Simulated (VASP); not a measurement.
# Re (Fm-3m) in VASP: notebook, part 2 of 2

VASP 6.6.1.

## 3. Single point, PBE

The input, INCAR:

```
PREC = Accurate ; ENCUT = 520
EDIFF = 1E-6 ; ISMEAR = -1
SIGMA = 0.05 ; LREAL = F
LASPH = T ; NELM = 100
ALGO = Normal ; ISIF = 2
LWAVE = F ; LCHARG = F
GGA = PE ; NBANDS = 10
```

The input, KPOINTS:

```
Automatic mesh
0
Gamma
  12 12 12
```

The input, POSCAR:

```
Re
1.0
    0.0000000000      1.9750000000      1.9750000000
    1.9750000000      0.0000000000      1.9750000000
    1.9750000000      1.9750000000      0.0000000000
Re
1
Direct
    0.0000000000      0.0000000000      0.0000000000
```

Potentials or basis: VASP PAW PBE potentials, release 64 (Re).

The run is started by

```console
$ cat potpaw_PBE.64/Re/POTCAR > POTCAR
$ mpirun -np 1 vasp_std > vasp.out
```

OUTCAR:

```text
PREC = Accurate
   ENCUT = 520
   EDIFF = 1E-6
   ISMEAR = -1
   LREAL = F
   LASPH = T
   NELM = 100
   ISIF = 2
   GGA = PE

 ion  position               nearest neighbor table
   1  0.000  0.000  0.000-

  LATTYP: Found a face centered cubic cell.
 ALAT       =     3.9500000000

  Lattice vectors:

 A1 = (   0.0000000000,   1.9750000000,   1.9750000000)
 A2 = (   1.9750000000,   0.0000000000,   1.9750000000)
 A3 = (   1.9750000000,   1.9750000000,   0.0000000000)

Analysis of symmetry for initial positions (statically):
=====================================================================
 Subroutine PRICEL returns:
 Original cell was already a primitive cell.

 Routine SETGRP: Setting up the symmetry group for a
 face centered cubic supercell.

 Subroutine GETGRP returns: Found 48 space group operations
 (whereof 48 operations were pure point group operations)
 out of a pool of 48 trial point group operations.

The static configuration has the point symmetry O_h .

Analysis of symmetry for dynamics (positions and initial velocities):
=====================================================================
 Subroutine PRICEL returns:
[... 164 lines left out ...]
  band No.  band energies     occupation
      1      -2.2186      2.00000
      2       5.7895      2.00000
      3       5.7895      2.00000
      4       5.7895      2.00000
      5       8.7606      0.00000
      6       8.7606      0.00000
      7      21.4559      0.00000
      8      26.8554      0.00000
      9      26.8554      0.00000
     10      26.8554      0.00000
[... 287 lines left out ...]
 k-point    24 :      -0.4167    0.1667    0.0000
  band No.  band energies     occupation
      1       2.0277      2.00000
      2       4.6055      2.00000
      3       6.2346      2.00000
      4       6.4785      2.00000
      5      10.5999      0.00000
      6      13.3218      0.00000
      7      16.6241      0.00000
      8      22.9737      0.00000
      9      25.4271      0.00000
     10      27.3351      0.00000

 [... further k-points ...]

------------------------ aborting loop because EDIFF is reached ----------------------------------------

  FORCE on cell =-STRESS in cart. coord.  units (eV):
  Direction    XX          YY          ZZ          XY          YZ          ZX
  --------------------------------------------------------------------------------------
  -------------------------------------------------------------------------------------
  Total       -0.9393315     -0.9393315     -0.9393315      0.0000000      0.0000000     -0.0000000
  in kB      -97.6783162    -97.6783162    -97.6783162      0.0000000      0.0000000     -0.0000000
  external PRESSURE =     -97.6783162 kB  Pullay stress =       0.0000000 kB

 VOLUME and BASIS-vectors are now :
 -----------------------------------------------------------------------------
  energy-cutoff  :      520.00
  volume of cell :       15.41
      direct lattice vectors                 reciprocal lattice vectors
     0.000000000  1.975000000  1.975000000    -0.253164557  0.253164557  0.253164557
     1.975000000  0.000000000  1.975000000     0.253164557 -0.253164557  0.253164557
     1.975000000  1.975000000  0.000000000     0.253164557  0.253164557 -0.253164557

 POSITION                                       TOTAL-FORCE (eV/Angst)
 -----------------------------------------------------------------------------------
      0.00000      0.00000      0.00000         0.000000      0.000000      0.000000
 -----------------------------------------------------------------------------------
    total drift:                               -0.000000      0.000000      0.000000

  FREE ENERGIE OF THE ION-ELECTRON SYSTEM (eV)
  ---------------------------------------------------
  free  energy   TOTEN  =       -12.3557605542 eV

  energy  without entropy=      -12.3501781204  energy(sigma->0) =      -12.35296934
```

stdout:

```text
POSCAR found type information on POSCAR Re
 POSCAR found :  1 types and       1 ions
 scaLAPACK will be used
 LDA part: xc-table for (Slater+PW92), standard interpolation
 POSCAR, INCAR and KPOINTS ok, starting setup
 FFT: planning ... GRIDC
 FFT: planning ... GRID_SOFT
 FFT: planning ... GRID
 WAVECAR not read
 entering main loop
```

Wall time 9.7 s (1 thread of AMD EPYC 9R45 (Zen 5), shared host); peak memory 0.11 GiB.

Results:

```yaml
Free_energy: -12.3558 eV
Pressure: -9.8 GPa
Band_gap_on_the_k_mesh: none (metal or under the smearing width)
```

The run has no spin-orbit coupling, so splittings on Re are missing.

## 4. Single point, PBE (volume scaled by 0.98)

The input, INCAR:

```
SYSTEM = Re
ALGO     = Normal         ! electronic algorithm
EDIFF    = 1E-6           ! SCF threshold, eV
ENCUT    = 520            ! plane-wave cutoff, eV
GGA      = PE             ! functional
ISIF     = 2              ! what is computed and relaxed
ISMEAR   = -1             ! smearing method
LASPH    = .True.         ! aspherical terms in the spheres
LCHARG   = .False.        ! write CHGCAR
LREAL    = .False.        ! projectors in reciprocal space
LWAVE    = .False.        ! write WAVECAR
NBANDS   = 10             ! bands
NELM     = 60             ! most SCF steps
PREC     = Accurate       ! precision mode
SIGMA    = 0.05           ! smearing width, eV
```

The input, KPOINTS:

```
k-points
0
Gamma
  12 12 12
  0 0 0
```

The input, POSCAR:

```
Re
1.0
    0.0000000000      1.9617445670      1.9617445670
    1.9617445670      0.0000000000      1.9617445670
    1.9617445670      1.9617445670      0.0000000000
Re
1
Direct
    0.0000000000      0.0000000000      0.0000000000
```

The run is started by

```console
$ cat potpaw_PBE.64/Re/POTCAR > POTCAR
$ mpirun -np 1 vasp_std > vasp.out
```

It took 9.5 s on 1 thread of AMD EPYC 9R45 (Zen 5), shared host; peak memory 0.11 GiB.

It converged, with:

```
Free energy            : -12.3678 eV
Pressure               : -2.9 GPa
Band gap on the k mesh : none (metal or under the smearing width)
```

Levels at points of the mesh, in eV from the Fermi level:
| k point | band 1 | band 2 | band 3 | band 4 | band 5 | band 6 | band 7 | band 8 |
| --- | --- | --- | --- | --- | --- | --- | --- | --- |
| (0.00, 0.00, 0.00) | -9.93 | -1.83 | -1.83 | -1.83 | 1.23 | 1.23 | 13.91 | 19.42 |
| (0.50, 0.00, 0.00) | -6.68 | -2.03 | -2.03 | 0.20 | 3.68 | 3.68 | 9.61 | 13.40 |
| (0.50, 0.50, 0.00) | -6.59 | -5.74 | 2.71 | 3.63 | 4.40 | 4.40 | 12.09 | 12.09 |

## 5. Single point, PBE (volume scaled by 0.94)

The input, INCAR:

```
SYSTEM = Re
  PREC = Accurate
  ENCUT = 520
  EDIFF = 1E-6
  ISMEAR = -1
  SIGMA = 0.05
  LREAL = .False.
  LASPH = .True.
  NELM = 100
  ALGO = Normal
  ISIF = 2
  LWAVE = .False.
  LCHARG = .False.
  GGA = PE
  NBANDS = 10
```

The input, KPOINTS:

```
Automatic mesh
0
Gamma
  12 12 12
  0 0 0
```

The input, POSCAR:

```
Re
1.0
    0.0000000000      1.9346825647      1.9346825647
    1.9346825647      0.0000000000      1.9346825647
    1.9346825647      1.9346825647      0.0000000000
Re
1
Direct
    0.0000000000      0.0000000000      0.0000000000
```

The run is started by

```console
$ cat potpaw_PBE.64/Re/POTCAR > POTCAR
$ mpirun -np 1 vasp_std > vasp.out
```

Wall time 6.5 s (1 thread of AMD EPYC 9R45 (Zen 5), shared host); peak memory 0.1 GiB.

The run converged. Its results:

```
Free energy            : -12.3478 eV
Pressure               : 13.6 GPa
Band gap on the k mesh : none (metal or under the smearing width)
```

Levels at points of the mesh, in eV from the Fermi level:
```csv
k point,band 1,band 2,band 3,band 4,band 5,band 6,band 7,band 8
"(0.00, 0.00, 0.00)",-10.24,-1.96,-1.96,-1.96,1.31,1.31,13.93,19.69
"(0.50, 0.00, 0.00)",-6.99,-2.17,-2.17,0.26,3.93,3.93,10.22,13.44
"(0.50, 0.50, 0.00)",-6.97,-6.09,2.89,3.88,4.69,4.69,12.43,12.43
```

Spin-orbit coupling is left out, which matters for the levels of Re.

## 6. Overview

| cell | gap on the mesh (eV) | pressure (GPa) |
| --- | --- | --- |
| volume scaled by 1.04 | none | -21.4 |
| as given | none | -9.8 |
| volume scaled by 0.98 | none | -2.9 |
| volume scaled by 0.94 | none | 13.6 |

Alike in all rows: task single point; level PBE; potentials or basis VASP PAW PBE potentials, release 64 (Re); no spin polarisation; k mesh 12 × 12 × 12; cutoff (eV) 520; smearing fermi-dirac 0.05 eV.

Caveats: so large a pressure means that the cell lies far from this level's equilibrium, or that cutoff or potentials fall short (some runs).

Total energies depend on the potentials used, so only differences within one code and one set of settings carry meaning.
